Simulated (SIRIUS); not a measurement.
**NaF (Villiaumite) under changes of volume**

One of the cells (12.737 Å³/atom); the others are scaled copies at fixed shape and fractional positions:

```
CELL_PARAMETERS angstrom
0.00000 2.33536 2.33536
2.33536 0.00000 2.33536
2.33536 2.33536 0.00000
ATOMIC_POSITIONS crystal
Na 0.00000 0.00000 0.00000
F 0.50000 0.50000 0.50000
```

```yaml
Program: SIRIUS 7.12.0
Functional: PBEsol
Potentials_or_basis: PseudoDojo 0.4.1 PBEsol standard (scalar relativistic)
Cutoff: 1202 eV
Density_cutoff: 4809 eV
k_mesh: 10 × 10 × 10
Occupations: fermi-dirac, width 0.05 eV
Spin: no spin polarisation
```

```csv
volume (Å³/atom),energy over the lowest point (meV/atom),pressure (GPa),gap on the mesh (eV)
11.738,?,?,?
11.988,1.82,1.7,6.40
12.237,0.00,0.6,6.29
12.737,1.10,-1.3,6.08
12.987,3.69,-2.1,5.98
13.236,7.44,-2.8,5.89
```

Task: What does the run at 11.738 Å³/atom give?

Result: Energy over the lowest point 5.46 meV/atom; pressure 3.0 GPa; gap on the mesh 6.52 eV.

Worked out: A Birch-Murnaghan fit of order 3 (a polynomial in V^(-2/3)) to the other rows has its minimum at 12.39 Å³/atom with B0 = V·E''(V) = 49 GPa and B' = 4.6. It gives 5.48 meV/atom at 11.738 Å³/atom, against the run's 5.46, and -dE/dV = 3.0 GPa, against 3.0. A straight line through the other rows of the gap, of slope -5.17 eV per unit of ln V, extrapolates to 6.51 eV, against the run's 6.52.

Energies are extrapolated to zero smearing.

A mesh can miss the band edges.
